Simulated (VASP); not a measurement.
Write the native input for VASP 6.6.1 that does the following.

```
Task                   : single point
Functional             : PBE
Potentials or basis    : VASP PAW PBE potentials, release 64 (Nb_sv)
Cutoff                 : 520 eV
k mesh                 : 20 × 20 × 20
Occupations            : gaussian, width 0.15 eV
Spin                   : no spin polarisation
Dipole correction      : no
Further INCAR settings : ALGO = Fast; EDIFF = 1e-06; NBANDS = 12
```

The structure of Nb lies in POSCAR:

```
Nb
1.0
    0.0000000000      2.0621250000      2.2207500000
    2.0621250000      0.0000000000      2.2207500000
    2.0621250000      2.0621250000      0.0000000000
Nb
1
Direct
    0.0000000000      0.0000000000      0.0000000000
```

This isn't the form of Nb at room conditions, which is bcc.

The cell isn't the ideal one: strain -0.025 along x and y, +0.050 along z, atoms carried along.

One way to write it, as run:

INCAR

```
PREC = Accurate ; ENCUT = 520
EDIFF = 1E-6 ; ISMEAR = 0
SIGMA = 0.15 ; LREAL = False
LASPH = True ; NELM = 100
ALGO = Fast ; ISIF = 2
LWAVE = False ; LCHARG = True
GGA = PE ; LELF = True
LVHAR = True ; NBANDS = 12
```

KPOINTS

```
regular mesh
0
Gamma
  20 20 20
```

Potentials or basis: VASP PAW PBE potentials, release 64 (Nb_sv).

The run is started by

```console
$ cat potpaw_PBE.64/Nb_sv/POTCAR > POTCAR
$ mpirun -np 1 vasp_std > vasp.out
```

Results of the run:

```json
{"Pressure": "-2.2 GPa", "Band gap on the k mesh": "none (metal or under the smearing width)"}
```

Wall time 2.1 min on 1 thread of Intel(R) Xeon(R) Platinum 8488C (Sapphire Rapids), with other jobs on the host, peak memory 0.25 GiB.
